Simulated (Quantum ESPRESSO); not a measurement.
# Ba under changes of volume

One of the cells (62.989 Å³/atom); the others are scaled copies at fixed shape and fractional positions:

```
Ba
1.0
    -2.50650    2.50650    2.50650
     2.50650   -2.50650    2.50650
     2.50650    2.50650   -2.50650
Ba
1
Cartesian
  0.0000 0.0000 0.0000
```

```yaml
Program: Quantum ESPRESSO 7.5
Functional: PBE
Dispersion: D3(BJ)
Potentials_or_basis: PseudoDojo 0.4.1 SR PBE standard
Cutoff: 599 eV
Density_cutoff: 2395 eV
k_mesh: 8 × 8 × 8
Occupations: fermi-dirac, width 0.05 eV
Spin: no spin polarisation
```

```csv
volume (Å³/atom),energy over the lowest point (meV/atom),pressure (GPa)
59.209,0.00,0.1
60.469,0.04,-0.1
61.729,1.63,-0.3
62.989,4.64,-0.5
64.249,?,?
65.508,14.46,-0.7
66.768,21.06,-0.9
```

Q: What does the run at 64.249 Å³/atom give?

A: Energy over the lowest point 8.95 meV/atom; pressure -0.6 GPa.

Worked out: A Birch-Murnaghan fit of order 3 (a polynomial in V^(-2/3)) to the other rows has its minimum at 59.81 Å³/atom with B0 = V·E''(V) = 9.8 GPa and B' = 3.1. It gives 8.96 meV/atom at 64.249 Å³/atom, against the run's 8.95, and -dE/dV = -0.6 GPa, against -0.6.

Energies are extrapolated to zero smearing.

Caveats: this release of the barium file is off; pairwise dispersion overbinds metals, which lowers pressure and volume.
